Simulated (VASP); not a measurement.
# Sr (P-1) in VASP: notebook

Runs on Sr. Level: PBE+D4. Tasks: single point.

Program: VASP 6.6.1. These are calculated values, not measurements. Logs are shortened: lines on timing, memory, paths and dates and some standing lists are left out, and cuts for length are marked.

### Step 1. The structure

The typed cell holds 2 atoms: a = 4.303 Å, b = 4.303 Å, c = 9.515 Å, α = 51.56°, β = 57.52°, γ = 60.00°.

### Step 2. Single point, PBE+D4

Contents of INCAR:

```
  ALGO = Fast
  EDIFF = 1E-6
  ENCUT = 520
  GGA = PE
  ISIF = 2
  ISMEAR = 1
  IVDW = 13
  LASPH = True
  LCHARG = False
  LREAL = False
  LWAVE = False
  NBANDS = 17
  NELM = 100
  PREC = Accurate
  SIGMA = 0.05
```

Contents of KPOINTS:

```
k-points
0
Gamma
  5 5 5
```

Contents of POSCAR:

```
Sr
1.0
    0.0000000000      3.0423500000      3.0423500000
    3.0423500000      0.0000000000      3.0423500000
    7.2255812500      6.0847000000      1.1408812500
Sr
2
Direct
    0.0000000000      0.0000000000      0.0000000000
    0.0000000000     -0.1875000000      0.5000000000
```

Potentials or basis: VASP PAW PBE potentials, release 64 (Sr_sv).

Run with:

```sh
$ cat potpaw_PBE.64/Sr_sv/POTCAR > POTCAR
$ mpirun -np 1 vasp_std > vasp.out
```

OUTCAR:

```text
EDIFF = 1E-6
   ENCUT = 520
   GGA = PE
   ISIF = 2
   ISMEAR = 1
   IVDW = 13
   LASPH = True
   LREAL = False
   NELM = 100
   PREC = Accurate

 ion  position               nearest neighbor table
   1  0.000  0.000  0.000-   2 3.76   2 4.30   2 4.30   2 4.30   2 4.60   2 5.07
   2  0.000  0.812  0.500-   1 3.76   1 4.30   1 4.30   1 4.30   1 4.60   1 5.07

  LATTYP: Found a triclinic cell.
 ALAT       =     4.3025326315
 B/A-ratio  =     2.4526771088
 C/A-ratio  =     2.6010815058
 COS(alpha) =     0.0171444567
 COS(beta)  =     0.6487685973
 COS(gamma) =     0.7389884276

  Lattice vectors:

 A1 = (   3.0423500000,  -3.0423500000,   0.0000000000)
 A2 = (   1.9014687500,  -9.1270500000,   4.9438187500)
 A3 = (   7.2255812500,  -3.0423500000,  -7.9861687500)

Analysis of symmetry for initial positions (statically):
=====================================================================
 Subroutine PRICEL returns:
 Original cell was already a primitive cell.

 Routine SETGRP: Setting up the symmetry group for a
 triclinic supercell.

 Subroutine GETGRP returns: Found  2 space group operations
 (whereof  1 operations were pure point group operations)
 out of a pool of  2 trial point group operations.

The static configuration has the point symmetry C_1 .
 The point group associated with its full space group is S_2 .

Analysis of symmetry for dynamics (positions and initial velocities):
=====================================================================
 Subroutine PRICEL returns:
 Original cell was already a primitive cell.

 Routine SETGRP: Setting up the symmetry group for a
 triclinic supercell.

 Subroutine GETGRP returns: Found  2 space group operations
 (whereof  1 operations were pure point group operations)
 out of a pool of  2 trial point group operations.

The dynamic configuration has the point symmetry C_1 .
 The point group associated with its full space group is S_2 .

 Subroutine INISYM returns: Found  2 space group operations
 (whereof  1 operations are pure point group operations),
 and found     1 'primitive' translations

----------------------------------------------------------------------------------------

                                     Primitive cell

  volume of cell :     112.6387

  direct lattice vectors                    reciprocal lattice vectors
     0.000000000  3.042350000  3.042350000    -0.164346640  0.164346640  0.164346640
     3.042350000  0.000000000  3.042350000     0.133531645 -0.195161635  0.195161635
     7.225581250  6.084700000  1.140881250     0.082173320  0.082173320 -0.082173320

  length of vectors
     4.302532631  4.302532631  9.514946585     0.284656730  0.306605329  0.142328365

  position of ions in fractional coordinates (direct lattice)
     0.000000000  0.000000000  0.000000000
     0.000000000  0.812500000  0.500000000

  ion indices of the primitive-cell ions
   primitive index   ion index
                 1           1
                 2           2

----------------------------------------------------------------------------------------

 KPOINTS: k-points

Automatic generation of k-mesh.
 Grid dimensions read from file:
 generate k-points for:    5    5    5

 Generating k-lattice:

  Cartesian coordinates                     Fractional coordinates (reciprocal lattice)
    -0.032869328  0.032869328  0.032869328     0.200000000  0.000000000  0.000000000
     0.026706329 -0.039032327  0.039032327     0.000000000  0.200000000 -0.000000000
     0.016434664  0.016434664 -0.016434664     0.000000000  0.000000000  0.200000000

  Length of vectors
     0.056931346  0.061321066  0.028465673

  Shift w.r.t. Gamma in fractional coordinates (k-lattice)
     0.000000000  0.000000000  0.000000000

 Subroutine IBZKPT returns following result:
 ===========================================

 Found     63 irreducible k-points:

 Following reciprocal coordinates:
            Coordinates               Weight
  0.000000  0.000000  0.000000      1.000000
  0.200000  0.000000 -0.000000      2.000000
  0.400000  0.000000 -0.000000      2.000000
  0.000000  0.200000  0.000000      2.000000
  0.200000  0.200000  0.000000      2.000000
  0.400000  0.200000  0.000000      2.000000
[... 16 lines left out ...]
 -0.200000  0.200000  0.200000      2.000000
  0.000000  0.400000  0.200000      2.000000
 [... further k-points ...]
   k-points           NKPTS =     63   k-points in BZ     NKDIM =     63   number of bands    NBANDS=     17
   number of dos      NEDOS =    301   number of ions     NIONS =      2
   total plane-waves  NPLWV =  73728
   dimension x,y,z NGX =    32 NGY =   32 NGZ =   72
   dimension x,y,z NGXF=    64 NGYF=   64 NGZF=  144
   ions per type =               2
   NGX,Y,Z   is equivalent  to a cutoff of  12.36, 12.36, 12.58 a.u.
   NGXF,Y,Z  is equivalent  to a cutoff of  24.73, 24.73, 25.16 a.u.
 SYSTEM =  unknown system
   PREC   = accura    normal or accurate (medium, high low for compatibility)
   ISTART =      0    job   : 0-new  1-cont  2-samecut
   ICHARG =      2    charge: 1-file 2-atom 10-const
   ISPIN  =      1    spin polarized calculation?
   LNONCOLLINEAR =      F non collinear calculations
   LSORBIT =      F    spin-orbit coupling
   LASPH  =      T    aspherical Exc in radial PAW
   ENCUT  =  520.0 eV  38.22 Ry    6.18 a.u.   8.00  8.00 17.69*2*pi/ulx,y,z
   NELM   =    100;   NELMIN=  2; NELMDL= -5     # of ELM steps
   EDIFF  = 0.1E-05   stopping-criterion for ELM
   LREAL  =      F    real-space projection
   EDIFFG = 0.1E-04   stopping-criterion for IOM
   NSW    =      0    number of steps for IOM
   IBRION =     -1    ionic relax: 0-MD 1-quasi-New 2-CG
   NFREE  =      0    steps in history (QN), initial steepest desc. (CG)
   ISIF   =      2    stress and relaxation
   ISYM   =      2    0-nonsym 1-usesym 2-fastsym
   POTIM  = 0.5000    time-step for ionic-motion
   TEBEG  =    0.0;   TEEND  =   0.0 temperature during run
   PSTRESS=    0.0 pullay stress
   NELECT =      20.0000    total number of electrons
   NUPDOWN=      -1.0000    fix difference up-down
   EMIN   =  10.00;   EMAX   =-10.00  energy-range for DOS
   EFERMI =   0.00;   METHOD = LEGACY
   ISMEAR =     1;   SIGMA  =   0.05  broadening in eV -4-tet -1-fermi 0-gaus
   EFERMI_NEDOS =   21; number of points for ismear=-14 and -15
   IALGO  =     68    algorithm
   IMIX   =      4    mixing-type and parameters
     AMIX     =   0.40;   BMIX     =  1.00
     AMIX_MAG =   1.60;   BMIX_MAG =  1.00
  volume/ion in A,a.u.               =      56.32       380.06
  Fermi-wavevector in a.u.,A,eV,Ry     =   0.920144  1.738819 11.519569  0.846664
  Thomas-Fermi vector in A             =   2.045416
   LORBIT       =      0    0 simple, 1 ext, 2 COOP (PROOUT), +10 PAW based schemes
   GGA     = PE    functional components
   LHFCALC =     F    Hartree Fock is set to
   AEXX    =    0.0000 exact exchange contribution
   IVDW    =    13    specifies the selected vdW correction
   LEPSILON=     F    determine dielectric tensor
   LRPA    =     F    only Hartree local field effects (RPA)
 non-spin polarized calculation
 RMM-DIIS sequential band-by-band and
 Methfessel and Paxton  Order N= 1 SIGMA  =   0.05
  energy-cutoff  :      520.00
  volume of cell :      112.64
 maximum number of plane-waves:      3055
   NGX = 15   NGY = 15   NGZ = 35

 number of electron      20.0000000 magnetization

 Free energy of the ion-electron system (eV)
  ---------------------------------------------------
  ext. energy  EPLUGINS =         0.00000000
  ---------------------------------------------------
  free energy    TOTEN  =        -3.13828313 eV

  energy without entropy =       -3.13810433  energy(sigma->0) =       -3.13822353

 E-fermi :   1.4478     XC(G=0):  -7.2764

 val. band max:        1.4314791063   @ k =  -0.4000   0.4000   0.4000
 cond. band min:       1.4491061308   @ k =  -0.2000  -0.4000   0.4000
 fundamental gap:      0.0176270244
 Fermi energy:         1.4478450909

 k-point     1 :       0.0000    0.0000    0.0000
  band No.  band energies     occupation
      1     -35.2105      2.00000
      2     -35.1914      2.00000
      3     -17.3352      2.00000
      4     -17.1213      2.00000
      5     -17.1062      2.00000
      6     -17.0985      2.00000
[... 9 lines left out ...]
     16       4.0840      0.00000
     17       5.1794      0.00000

 k-point     2 :       0.2000    0.0000   -0.0000
  band No.  band energies     occupation
      1     -35.2066      2.00000
      2     -35.1896      2.00000
      3     -17.3234      2.00000
      4     -17.1634      2.00000
      5     -17.1461      2.00000
      6     -17.1151      2.00000
[... 9 lines left out ...]
     16       4.3889      0.00000
     17       4.9159      0.00000

 k-point     3 :       0.4000    0.0000   -0.0000
  band No.  band energies     occupation
      1     -35.2003      2.00000
      2     -35.1867      2.00000
      3     -17.3251      2.00000
      4     -17.2536      2.00000
      5     -17.1721      2.00000
      6     -17.1335      2.00000
[... 9 lines left out ...]
     16       4.6923      0.00000
     17       5.9827      0.00000

 k-point     4 :       0.0000    0.2000    0.0000
  band No.  band energies     occupation
      1     -35.2047      2.00000
      2     -35.1914      2.00000
      3     -17.2890      2.00000
      4     -17.1698      2.00000
      5     -17.1568      2.00000
      6     -17.1187      2.00000
[... 9 lines left out ...]
     16       4.3053      0.00000
     17       4.4611      0.00000

 k-point     5 :       0.2000    0.2000    0.0000
  band No.  band energies     occupation
      1     -35.2036      2.00000
      2     -35.1926      2.00000
      3     -17.2781      2.00000
      4     -17.1607      2.00000
      5     -17.1412      2.00000
      6     -17.1308      2.00000
[... 9 lines left out ...]
     16       4.2909      0.00000
     17       4.8786      0.00000

 k-point     6 :       0.4000    0.2000    0.0000
  band No.  band energies     occupation
      1     -35.1991      2.00000
      2     -35.1897      2.00000
      3     -17.2783      2.00000
      4     -17.2159      2.00000
      5     -17.1723      2.00000
      6     -17.1501      2.00000
[... 9 lines left out ...]
     16       4.4069      0.00000
     17       5.2855      0.00000

 k-point     7 :      -0.4000    0.2000   -0.0000
  band No.  band energies     occupation
      1     -35.1975      2.00000
      2     -35.1867      2.00000
      3     -17.2879      2.00000
      4     -17.2425      2.00000
      5     -17.1859      2.00000
      6     -17.1776      2.00000
[... 9 lines left out ...]
     16       4.9730      0.00000
     17       5.2775      0.00000

 k-point     8 :      -0.2000    0.2000    0.0000
  band No.  band energies     occupation
      1     -35.2008      2.00000
      2     -35.1879      2.00000
      3     -17.2847      2.00000
      4     -17.2158      2.00000
      5     -17.1971      2.00000
      6     -17.1439      2.00000
[... 9 lines left out ...]
     16       4.3053      0.00000
     17       4.6682      0.00000
[... 203 lines left out ...]
      1     -35.2067      2.00000
      2     -35.1894      2.00000
      3     -17.3173      2.00000
      4     -17.1655      2.00000
      5     -17.1501      2.00000
      6     -17.1130      2.00000
[... 9 lines left out ...]
     16       4.1809      0.00000
     17       4.3810      0.00000

 k-point    20 :       0.2000    0.2000    0.2000
  band No.  band energies     occupation
      1     -35.2063      2.00000
      2     -35.1898      2.00000
      3     -17.3133      2.00000
      4     -17.1494      2.00000
      5     -17.1421      2.00000
      6     -17.1329      2.00000
[... 9 lines left out ...]
     16       4.3597      0.00000
     17       4.8951      0.00000

 k-point    21 :       0.4000    0.2000    0.2000
  band No.  band energies     occupation
      1     -35.2010      2.00000
      2     -35.1878      2.00000
      3     -17.3038      2.00000
      4     -17.2139      2.00000
      5     -17.1718      2.00000
      6     -17.1487      2.00000
[... 9 lines left out ...]
     16       4.2745      0.00000
     17       5.3798      0.00000

 k-point    22 :      -0.4000    0.2000    0.2000
  band No.  band energies     occupation
      1     -35.1982      2.00000
      2     -35.1860      2.00000
      3     -17.3125      2.00000
      4     -17.2513      2.00000
      5     -17.1717      2.00000
      6     -17.1654      2.00000
[... 9 lines left out ...]
     16       4.6197      0.00000
     17       5.7328      0.00000

 k-point    23 :      -0.2000    0.2000    0.2000
  band No.  band energies     occupation
      1     -35.2017      2.00000
      2     -35.1870      2.00000
      3     -17.3110      2.00000
      4     -17.2184      2.00000
      5     -17.1843      2.00000
      6     -17.1377      2.00000
[... 9 lines left out ...]
     16       4.6466      0.00000
     17       5.1014      0.00000

 k-point    24 :       0.0000    0.4000    0.2000
  band No.  band energies     occupation
      1     -35.1992      2.00000
      2     -35.1878      2.00000
      3     -17.2870      2.00000
      4     -17.2394      2.00000
      5     -17.2122      2.00000
      6     -17.1397      2.00000
[... 9 lines left out ...]
     16       4.6878      0.00000
     17       5.3666      0.00000

 [... further k-points ...]

------------------------ aborting loop because EDIFF is reached ----------------------------------------

  DFT-D4 for vdW energy calculation

  Edisp (eV):   -0.27673

  FORCE on cell =-STRESS in cart. coord.  units (eV):
  Direction    XX          YY          ZZ          XY          YZ          ZX
  --------------------------------------------------------------------------------------
  -------------------------------------------------------------------------------------
  Total      -0.90866     0.37652    -0.65921     0.22056    -0.58237     0.05120
  in kB     -12.92483     5.35569    -9.37666     3.13726    -8.28372     0.72832
  external pressure =       -5.65 kB  Pullay stress =        0.00 kB

 VOLUME and BASIS-vectors are now :
 -----------------------------------------------------------------------------
  energy-cutoff  :      520.00
  volume of cell :      112.64
      direct lattice vectors                 reciprocal lattice vectors
     0.000000000  3.042350000  3.042350000    -0.164346640  0.164346640  0.164346640
     3.042350000  0.000000000  3.042350000     0.133531645 -0.195161635  0.195161635
     7.225581250  6.084700000  1.140881250     0.082173320  0.082173320 -0.082173320

 POSITION                                       TOTAL-FORCE (eV/Angst)
 -----------------------------------------------------------------------------------
      0.00000      0.00000      0.00000        -0.033782      0.270110     -0.098407
      6.08470      3.04235      3.04235         0.033782     -0.270110      0.098407
 -----------------------------------------------------------------------------------
    total drift:                                0.000000      0.000000      0.000000

  FREE ENERGIE OF THE ION-ELECTRON SYSTEM (eV)
  ---------------------------------------------------
  free  energy   TOTEN  =        -3.4150131335 eV

  energy  without entropy=       -3.4148343270  energy(sigma->0) =       -3.41495353
```

Wall time 80 s (1 thread of AMD EPYC 9R45 (Zen 5), shared host); peak memory 0.27 GiB.

Results:

- Free energy: -3.4150 eV
- Pressure: -0.6 GPa
- Largest force: 0.289 eV/Å
- Band gap on the k mesh: none (metal or under the smearing width)
- Dispersion energy per atom: -0.138 eV

Forces in eV/Å, atoms in the order of the input:
```
Sr  -0.034  0.270 -0.098
Sr   0.034 -0.270  0.098
```

Caveat: the k mesh is coarse (spacing up to 0.39 Å⁻¹), so the values aren't converged; pairwise dispersion overbinds metals, which lowers pressure and volume.

### Step 3. Single point, PBE+D4

This run uses another cell than the first one, of the same volume but with other edges.

Contents of INCAR:

```
SYSTEM = Sr
ALGO     = Normal         ! electronic algorithm
EDIFF    = 1E-6           ! SCF threshold, eV
ENCUT    = 520            ! plane-wave cutoff, eV
GGA      = PE             ! functional
ISIF     = 2              ! what is computed and relaxed
ISMEAR   = 1              ! smearing method
IVDW     = 13             ! dispersion correction
LASPH    = .TRUE.         ! aspherical terms in the spheres
LCHARG   = .FALSE.        ! write CHGCAR
LREAL    = .FALSE.        ! projectors in reciprocal space
LWAVE    = .FALSE.        ! write WAVECAR
NBANDS   = 17             ! bands
NELM     = 100            ! most SCF steps
PREC     = Accurate       ! precision mode
SIGMA    = 0.05           ! smearing width, eV
```

Contents of KPOINTS:

```
k-points
0
G
  5 5 5
  0 0 0
```

Contents of POSCAR:

```
Sr
1.0
    0.0000000000      3.0423500000      3.0423500000
    3.0423500000      0.0000000000      3.0423500000
    6.4649937500      6.0847000000      0.3802937500
Sr
2
Direct
    0.0000000000      0.0000000000      0.0000000000
    0.0000000000     -0.0625000000      0.5000000000
```

Potentials or basis: VASP PAW PBE potentials, release 64 (Sr_sv).

Run with:

```sh
$ cat potpaw_PBE.64/Sr_sv/POTCAR > POTCAR
$ mpirun -np 1 vasp_std > vasp.out
```

It took 66 s on 1 thread of AMD EPYC 9R45 (Zen 5), shared host; peak memory 0.26 GiB.

Results (log left out):

```
Free energy                : -3.5362 eV
Pressure                   : -0.7 GPa
Largest force              : 0.104 eV/Å
Band gap on the k mesh     : none (metal or under the smearing width)
Dispersion energy per atom : -0.138 eV
```

Forces in eV/Å, atoms in the order of the input:
```
Sr  -0.059  0.048 -0.071
Sr   0.059 -0.048  0.071
```

Stress tensor (GPa, compression positive):
```
-0.94 -0.29  0.17
-0.29 -0.53 -0.30
 0.17 -0.30 -0.68
```

Levels at points of the mesh, in eV from the Fermi level:
```
           k point  band 7  band 8  band 9  band 10  band 11  band 12  band 13  band 14
(0.00, 0.00, 0.00)  -18.56  -18.55   -3.60    -1.10     0.05     2.10     2.17     2.22
```

Caveat: the k mesh is coarse (spacing up to 0.37 Å⁻¹), so the values aren't converged; pairwise dispersion overbinds metals, which lowers pressure and volume.
